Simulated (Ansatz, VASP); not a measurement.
One calculation of In, two programs

The input INCAR:

```
SYSTEM = In
  PREC = Accurate
  ENCUT = 520
  EDIFF = 1E-6
  ISMEAR = -1
  SIGMA = 0.05
  LREAL = .FALSE.
  LASPH = .TRUE.
  NELM = 80
  ALGO = Normal
  ISIF = 2
  LWAVE = .FALSE.
  LCHARG = .FALSE.
  GGA = CA
  NBANDS = 20
```

Contents of KPOINTS:

```
Automatic mesh
0
G
  9 9 5
  0 0 0
```

Contents of POSCAR:

```
In
1.0
    3.3354847820      0.0000000000      0.0000000000
   -1.6677423910      2.8886145552      0.0000000000
    0.0000000000      0.0000000000      5.5091429200
In
2
Direct
    0.6666666667      0.3333333333      0.7500000000
    0.3333333333      0.6666666667      0.2500000000
```

The input input.yaml:

```yaml
crystal:
  lattice:
    - [3.335484782, 0.0, 0.0]
    - [-1.667742391, 2.8886145552, 0.0]
    - [0.0, 0.0, 5.50914292]
  atoms:
    - { symbol: In, position: [0.6666666667, 0.3333333333, 0.75] }
    - { symbol: In, position: [0.3333333333, 0.6666666667, 0.25] }
hamiltonian:
  xc: lda
  pseudopotentials: { kind: paw }
kpoints:
  mp_grid: { grid: [9, 9, 5] }
scf:
  occupations: { method: fermi_dirac, width: 0.05 }
output:
  forces: true
  stress: true
  eigenvalues: true
  write_density: true
  write_potential: true
  elf: true
  volumetric_format: npy
```

This isn't the form of In at room conditions, which is tetragonal.

Alike in both runs: task single point; functional LDA; k mesh 9 × 9 × 5; occupations fermi-dirac, width 0.05 eV; no spin polarisation.

```csv
,VASP,Ansatz
version,VASP 6.6.1,Ansatz 0.2.0
potentials or method,"VASP PAW LDA potentials, release 64 (In_d)",Ansatz PAW
plane-wave cutoff (eV),520,420
valence electrons in the cell,26,26
```

VASP gave:

| Property | Result |
| --- | --- |
| gap on the k mesh at the Fermi level (eV) | none |
| pressure (GPa) | -2.8 |
| largest component of the traceless stress (GPa) | 0.06 |

Q: Estimate Ansatz's values.

A: gap on the k mesh at the Fermi level (eV): none; pressure (GPa): -2.9; largest component of the traceless stress (GPa): 0.12.

A gap of «none» marks a metal or a gap that the smearing closes.

Caveats: the PAW data sets come from PBE, with cores solved anew for the run's functional, which leaves a small shift of forces and pressure (Ansatz).
